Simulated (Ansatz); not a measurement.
# Relaxing KBr

Level of theory: Ansatz, DFT PBE, scalar-relativistic, plane waves, PAW. Run with 420 eV cutoff, 6×6×4 k-mesh, Gaussian smearing of 0.02 eV, no spin polarisation.

What was changed: uniaxial strain along a, with b, c and atoms relaxed: +4.5 %.

Input:

```yaml
crystal:
  lattice:
    - [3.5007157709, 3.5007157709, 0.0]
    - [-3.3122801134, 3.3122801134, 0.0]
    - [0.0, 0.0, 6.6245602267]
  atoms:
    - { symbol: K, position: [0.0, 0.0, 0.0] }
    - { symbol: K, position: [0.5, 0.5, 0.5] }
    - { symbol: Br, position: [0.5, 0.5, 0.0] }
    - { symbol: Br, position: [0.0, 0.0, 0.5] }
basis:
  ecutwfc: 420
kpoints:
  mp_grid: { grid: [6, 6, 4] }
hamiltonian:
  xc: pbe
scf:
  occupations: { method: gaussian, width: 0.02 }
output:
  forces: true
  stress: true
  eigenvalues: true
relax:
  adjacent_minimum: "off"
  f_tol: 0.008
  max_steps: 40
  cell: { stress_tol: 0.015, fix: [a, angles] }
```

F is the free energy. Steps run on the plane waves of an earlier cell, but the last one, and at times one on the way, on a freshly chosen basis, so a repeated geometry can differ a little in energy. The held parts of the cell keep their stress, so P needn't end at zero.

Steps:

```
step F − F(1) (eV) largest force component (eV/Å) V (Å³/atom) P (GPa)
   1         0.0000                           0.000       38.407    -0.23
   2        -0.0007                           0.000       38.392    -0.23
   3        -0.0015                           0.000       38.324    -0.22
   4        -0.0015                           0.000       38.324    -0.22
```

Relaxed structure:

```xyz
4
Lattice="3.5007 3.5007 0.0000 -3.2804 3.2804 0.0000 0.0000 0.0000 6.6744" Properties=species:S:1:pos:R:3 pbc="T T T"
K     0.0000    0.0000    0.0000
K     0.1101    3.3906    3.3372
Br    0.1101    3.3906    0.0000
Br    0.0000    0.0000    3.3372
```

The structure is orthorhombic, space group Immm (No. 71). Conventional cell: a = 4.639 Å, b = 4.951 Å, c = 6.674 Å, α = 90.00°, β = 90.00°, γ = 90.00°. Around K (site symmetry mmm) lie 6 Br at 3.34 to 3.39 Å. Br (site symmetry mmm) is surrounded by 6 K at 3.34 to 3.39 Å.

The run converged. The run took about 60 core-seconds.